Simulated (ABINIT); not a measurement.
# Ge (Cmmm) in ABINIT: single point with LDA

Aim: the single point of Ge with LDA.

Program: ABINIT 10.8.3 (patched build). These are calculated values, not measurements. Logs are shortened: lines on timing, memory, paths and dates and some standing lists are left out, and cuts for length are marked. The log counts tension as positive stress, the text compression.

## 1. The crystal as given

Symmetry: Cmmm, No. 65, orthorhombic system. The conventional cell has a = 2.794 Å, b = 5.201 Å, c = 2.698 Å, α = 90.00°, β = 90.00°, γ = 90.00°. Around Ge (site symmetry mmm) lie 8 Ge at 2.70 to 2.95 Å.

This isn't the form of Ge at room conditions, which is diamond.

## 2. Single point, LDA

run.abi reads:

```
pp_dirpath "./"
pseudos "Ge.upf"

acell 2.952068562 2.952068562 2.698231 Angstrom
rprim
     0.4732779645    -0.8809131446     0.0000000000
     0.4732779645     0.8809131446     0.0000000000
     0.0000000000     0.0000000000     1.0000000000
ntypat 1
znucl 32
natom 1
typat 1
xred
     0.5000000000     0.5000000000     0.0000000000
chkprim 0
chksymtnons 0
tolsym 1.0e-6

ecut 56.0

kptopt 1
ngkpt 8 8 8
nshiftk 1
shiftk 0.0 0.0 0.0

ixc 7

nband 15
occopt 3
tsmear 0.05 eV

nstep 100
tolvrs 1.0e-10

iomode 3
prtwf 0
prtden 0
prteig 0
prtebands 0
enunit 2
```

Potentials or basis: PseudoDojo NC SR LDA v0.4 stringent.

Run with:

```bash
mpirun --bind-to none -np 4 abinit run.abi > log 2>&1
```

run.abo:

```text
.Version 10.8.3 of ABINIT
 Symmetries : space group Cm m m (# 65); Bravais oC (1-face-center ortho.)
================================================================================
 Values of the parameters that define the memory need of the present run
     intxc =       0    ionmov =       0      iscf =       7    lmnmax =       6
     lnmax =       6     mgfft =      40  mpssoang =       3    mqgrid =    3001
     natom =       1  nloc_mem =       1    nspden =       1   nspinor =       1
    nsppol =       1      nsym =       8    n1xccc =    2501    ntypat =       1
    occopt =       3   xclevel =       1
       mpw =        2673          nfft =       57600          nkpt =         105
================================================================================
================================================================================

--------------------------------------------------------------------------------
------------- Echo of variables that govern the present computation ------------
--------------------------------------------------------------------------------
 -outvars: echo values of preprocessed input variables --------
            acell      5.5786010871E+00  5.5786010871E+00  5.0989176144E+00 Bohr
              amu      7.26100000E+01
          chkprim           0
      chksymtnons           0
             ecut      5.60000000E+01 Hartree
           enunit           2
                       outvar_i_n : Printing only first  50 k-points.
              ixc           7
                       outvar_i_n : Printing only first  50 k-points.
         kptrlatt        8    0    0      0    8    0      0    0    8
          kptrlen      4.07913409E+01
            natom           1
            nband          15
            ngfft          40      40      36
             nkpt         105
            nstep         100
             nsym           8
           ntypat           1
                       prtocc : prtvol=0, do not print more k-points.
           occopt           3
           prtden           0
        prtebands           0
           prteig           0
            prtwf           0
            rprim      4.7327796450E-01 -8.8091314460E-01  0.0000000000E+00
                       4.7327796450E-01  8.8091314460E-01  0.0000000000E+00
                       0.0000000000E+00  0.0000000000E+00  1.0000000000E+00
          spgroup          65
           tolsym      1.00000000E-06
           tolvrs      1.00000000E-10
           tsmear      1.83746611E-03 Hartree
            typat      1
                       outvars : Printing only first  50 k-points.
           xangst      1.3971490001E+00  0.0000000000E+00  0.0000000000E+00
            xcart      2.6402289673E+00  0.0000000000E+00  0.0000000000E+00
             xred      5.0000000000E-01  5.0000000000E-01  0.0000000000E+00
            znucl       32.00000

================================================================================

 chkinp: Checking input parameters for consistency.

================================================================================
== DATASET  1 ==================================================================

--- !DatasetInfo
iteration_state: {dtset: 1, }
dimensions: {natom: 1, nkpt: 105, mband: 15, nsppol: 1, nspinor: 1, nspden: 1, mpw: 2673, }
cutoff_energies: {ecut:  56.0, pawecutdg:  -1.0, }
electrons: {nelect:   2.20000000E+01, charge:   0.00000000E+00, occopt:   3.00000000E+00, tsmear:   1.83746611E-03, }
meta: {optdriver: 0, ionmov: 0, optcell: 0, iscf: 7, paral_kgb: 0, }
...

 Exchange-correlation functional for the present dataset will be:
  LDA: Perdew-Wang 92 LSD fit to Ceperley-Alder data - ixc=7
  J.P.Perdew and Y.Wang, PRB 45, 13244 (1992)

 Real(R)+Recip(G) space primitive vectors, cartesian coordinates (Bohr,Bohr^-1):
 R(1)=  2.6402290 -4.9142630  0.0000000  G(1)=  0.1893775 -0.1017447  0.0000000
 R(2)=  2.6402290  4.9142630  0.0000000  G(2)=  0.1893775  0.1017447  0.0000000
 R(3)=  0.0000000  0.0000000  5.0989176  G(3)=  0.0000000  0.0000000  0.1961201
 Unit cell volume ucvol=  1.3231466E+02 bohr^3
 Angles (23,13,12)=  9.00000000E+01  9.00000000E+01  1.23505425E+02 degrees

 getcut: wavevector=  0.0000  0.0000  0.0000  ngfft=  40  40  36
         ecut(hartree)=     56.000   => boxcut(ratio)=   2.09587

--- Pseudopotential description ------------------------------------------------
- pspini: atom type   1  psp file is ./Ge.upf
12 -1012 2 -1 1524                            pspcod,pspxc,lmax,lloc,mmax
     nproj     2     2     2

   4.98034377E+02                                ecore*ucvol(ha*bohr**3)
--------------------------------------------------------------------------------

================================================================================

--- !BeginCycle
iteration_state: {dtset: 1, }
solver: {iscf: 7, nstep: 100, nline: 4, wfoptalg: 0, }
tolerances: {tolvrs: 1.00E-10, }
...

     iter   Etot(hartree)      deltaE(h)  residm     vres2
 ETOT  1  -278.60387955515    -2.786E+02 1.519E+00 1.666E+01
 ETOT  2  -279.44274991156    -8.389E-01 2.836E-02 5.216E+00
 ETOT  3  -279.44386295683    -1.113E-03 2.608E-03 1.876E+00
 ETOT  4  -279.44391015613    -4.720E-05 9.270E-04 4.615E-01
 ETOT  5  -279.44397583772    -6.568E-05 3.254E-04 2.806E-02
 ETOT  6  -279.44398013147    -4.294E-06 5.606E-04 1.002E-04
 ETOT  7  -279.44398014430    -1.283E-08 1.120E-04 4.708E-06
 ETOT  8  -279.44398014481    -5.113E-10 1.859E-04 3.033E-09
 ETOT  9  -279.44398014481    -6.594E-12 3.668E-05 1.461E-11

 At SCF step    9       vres2   =  1.46E-11 < tolvrs=  1.00E-10 =>converged.

 Cartesian components of stress tensor (hartree/bohr^3)
  sigma(1 1)=  1.77873741E-04  sigma(3 2)=  0.00000000E+00
  sigma(2 2)=  2.65665929E-04  sigma(3 1)=  0.00000000E+00
  sigma(3 3)=  3.19997177E-04  sigma(2 1)=  0.00000000E+00

--- !ResultsGS
iteration_state: {dtset: 1, }
comment   : Summary of ground state results
lattice_vectors:
- [  2.6402290,  -4.9142630,   0.0000000, ]
- [  2.6402290,   4.9142630,   0.0000000, ]
- [  0.0000000,   0.0000000,   5.0989176, ]
lattice_lengths: [   5.57860,    5.57860,    5.09892, ]
lattice_angles: [ 90.000,  90.000, 123.505, ] # degrees, (23, 13, 12)
lattice_volume:   1.3231466E+02
convergence: {deltae: -6.594E-12, res2:  1.461E-11, residm:  3.668E-05, diffor: null, }
etotal    :  -2.79443980E+02
entropy   :   0.00000000E+00
fermie    :   2.72857728E-01
cartesian_stress_tensor: # hartree/bohr^3
- [  1.77873741E-04,   0.00000000E+00,   0.00000000E+00, ]
- [  0.00000000E+00,   2.65665929E-04,   0.00000000E+00, ]
- [  0.00000000E+00,   0.00000000E+00,   3.19997177E-04, ]
pressure_GPa:  -7.4880E+00
xred      :
- [  5.0000E-01,   5.0000E-01,   0.0000E+00, Ge]
cartesian_forces: # hartree/bohr
- [ -0.00000000E+00,  -0.00000000E+00,  -0.00000000E+00, ]
force_length_stats: {min:   0.00000000E+00, max:   0.00000000E+00, mean:   0.00000000E+00, }
...

 Integrated electronic density in atomic spheres:
 ------------------------------------------------
 Atom  Sphere_radius  Integrated_density
    1        2.00000         19.47963380
================================================================================

 ----iterations are completed or convergence reached----

 Mean square residual over all n,k,spin=   26.718E-09; max=  36.683E-06
 reduced coordinates (array xred) for    1 atoms
       0.500000000000      0.500000000000      0.000000000000
 rms dE/dt=  0.0000E+00; max dE/dt=  0.0000E+00; dE/dt below (all hartree)
    1       0.000000000000      0.000000000000      0.000000000000

 cartesian coordinates (angstrom) at end:
    1      1.39714900008780     0.00000000000000     0.00000000000000

 cartesian forces (hartree/bohr) at end:
    1     -0.00000000000000    -0.00000000000000    -0.00000000000000
 frms,max,avg= 0.0000000E+00 0.0000000E+00   0.000E+00  0.000E+00  0.000E+00 h/b

 cartesian forces (eV/Angstrom) at end:
    1     -0.00000000000000    -0.00000000000000    -0.00000000000000
 frms,max,avg= 0.0000000E+00 0.0000000E+00   0.000E+00  0.000E+00  0.000E+00 e/A
 length scales=  5.578601087082  5.578601087082  5.098917614434 bohr
              =  2.952068562000  2.952068562000  2.698231000000 angstroms
 Fermi (or HOMO) energy (hartree) =   0.27286   Average Vxc (hartree)=  -0.42010
 Eigenvalues (hartree) for nkpt= 105  k points:
 kpt#   1, nband= 15, wtk=  0.00195, kpt=  0.0000  0.0000  0.0000 (reduced coord)
  -5.71152   -3.78808   -3.78731   -3.78686   -0.63985   -0.63703   -0.63517   -0.63201
  -0.63112   -0.20097    0.51447    0.53049    0.58558    0.64739    0.73149
      occupation numbers for kpt#   1
   2.00000    2.00000    2.00000    2.00000    2.00000    2.00000    2.00000    2.00000
   2.00000    2.00000    0.00000    0.00000    0.00000    0.00000    0.00000
 prteigrs : prtvol=0 or 1, do not print more k-points.

 Fermi (or HOMO) energy (eV) =   7.42484   Average Vxc (eV)= -11.43143
 Eigenvalues (   eV  ) for nkpt= 105  k points:
 kpt#   1, nband= 15, wtk=  0.00195, kpt=  0.0000  0.0000  0.0000 (reduced coord)
-155.41829 -103.07894 -103.05806 -103.04561  -17.41123  -17.33437  -17.28376  -17.19790
 -17.17352   -5.46869   13.99937   14.43544   15.93455   17.61625   19.90476
 prteigrs : prtvol=0 or 1, do not print more k-points.

--- !EnergyTerms
iteration_state     : {dtset: 1, }
comment             : Components of total free energy in Hartree
kinetic             :  1.33551852616033E+02
hartree             :  1.10907245530811E+02
xc                  : -2.70991739820826E+01
Ewald energy        : -1.35782853151396E+02
psp_core            :  3.76401496859795E+00
local_psp           : -2.93089584885698E+02
non_local_psp       : -7.16954006946650E+01
internal            : -2.79443899598401E+02
'-kT*entropy'       : -8.05464136672618E-05
total_energy        : -2.79443980144815E+02
total_energy_eV     : -7.60405807783479E+03
band_energy         : -4.01782449063422E+01
...

 Cartesian components of stress tensor (hartree/bohr^3)
  sigma(1 1)=  1.77873741E-04  sigma(3 2)=  0.00000000E+00
  sigma(2 2)=  2.65665929E-04  sigma(3 1)=  0.00000000E+00
  sigma(3 3)=  3.19997177E-04  sigma(2 1)=  0.00000000E+00

-Cartesian components of stress tensor (GPa)         [Pressure= -7.4880E+00 GPa]
- sigma(1 1)=  5.23322614E+00  sigma(3 2)=  0.00000000E+00
- sigma(2 2)=  7.81616149E+00  sigma(3 1)=  0.00000000E+00
- sigma(3 3)=  9.41464199E+00  sigma(2 1)=  0.00000000E+00

== END DATASET(S) ==============================================================
================================================================================

 -outvars: echo values of variables after computation  --------
            acell      5.5786010871E+00  5.5786010871E+00  5.0989176144E+00 Bohr
           etotal     -2.7944398014E+02
            fcart     -0.0000000000E+00 -0.0000000000E+00 -0.0000000000E+00
            rprim      4.7327796450E-01 -8.8091314460E-01  0.0000000000E+00
                       4.7327796450E-01  8.8091314460E-01  0.0000000000E+00
                       0.0000000000E+00  0.0000000000E+00  1.0000000000E+00
           strten      1.7787374111E-04  2.6566592916E-04  3.1999717719E-04
                       0.0000000000E+00  0.0000000000E+00  0.0000000000E+00
           xangst      1.3971490001E+00  0.0000000000E+00  0.0000000000E+00
             xred      5.0000000000E-01  5.0000000000E-01  0.0000000000E+00
 Calculation completed.
```

Wall time 27 s (4 MPI ranks of Arm Neoverse V1, shared host); peak memory 0.32 GiB.

Results:

| Property | Result |
| --- | --- |
| Free energy | -7604.0581 eV |
| Pressure | -7.5 GPa |
| Band gap on the k mesh | none (metal or under the smearing width) |
| Valence electrons inside the program's atomic spheres | Ge 19.48 (radii [1.0584] Å) |
